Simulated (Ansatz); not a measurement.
Runs of Ansatz 0.2.0 on HfO2. The structure is monoclinic, space group P2_1/c (No. 14). Conventional cell: a = 5.118 Å, b = 5.186 Å, c = 5.284 Å, α = 90.00°, β = 99.35°, γ = 90.00°. Around Hf (site symmetry 1) lie 7 O at 2.03 to 2.25 Å. O (site symmetry 1) has 3 Hf at 2.03 to 2.12 Å as nearest neighbours. Around O (site symmetry 1) lie 4 Hf at 2.14 to 2.25 Å. 

```tsv
level	potentials or basis	cutoff (eV)	V0 of scaled cells (Å³/atom)	B0 (GPa)
PBEsol	PseudoDojo PBEsol stringent	1796	11.42	(a)
RPBE	Ansatz PAW	420	(c)	220
PBE	Ansatz PAW	420	(b)	233
PBE	Ansatz PAW accurate	900	11.82	232
```

Alike in all rows: task equation of state; no spin polarisation; cell as given; k mesh 5 × 5 × 5; smearing fermi-dirac 0.05 eV.

Task: Estimate the missing entries.

Result: (a) 250; (b) 11.81; (c) 12.06.

Caveats: the cell was scaled at fixed shape and fractional positions, which overstates the stiffness of a crystal with free parameters, most of all of layers and chains; the potentials were made for another functional, which shifts forces and pressure (some runs).
